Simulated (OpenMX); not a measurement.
In in OpenMX: the effect of volume scale

In:

```
In
1.0
     3.19634    0.00000    0.00000
    -1.59817    2.76811    0.00000
     0.00000    0.00000    5.27932
In
2
Direct
  0.66667 0.33333 0.75000
  0.33333 0.66667 0.25000
```

This isn't the form of In at room conditions, which is tetragonal.

Alike in all runs:

* Program: OpenMX 3.8.5
* Task: single point
* Functional: PBE
* Potentials or basis: OpenMX 2013 PBE set, In7.0-s3p2d2, grid cutoff 500 Ry
* k mesh: 7 × 7 × 5
* Occupations: fermi-dirac, width 0.05 eV
* Spin: no spin polarisation

```tsv
volume scale	pressure (GPa)
0.88	9.7
0.92	6.3
0.96	3.7
1	1.5
1.04	?
1.08	-1.4
```

What does the run with volume scale 1.04 give?

Pressure -0.1 GPa.

Worked out: A parabola through the other rows of the pressure, of slope -35.6 GPa per unit of volume scale there, gives -0.2 GPa, against the run's -0.1.

Caveats: the basis of atomic orbitals isn't converged, which shifts pressures, moduli and gaps.
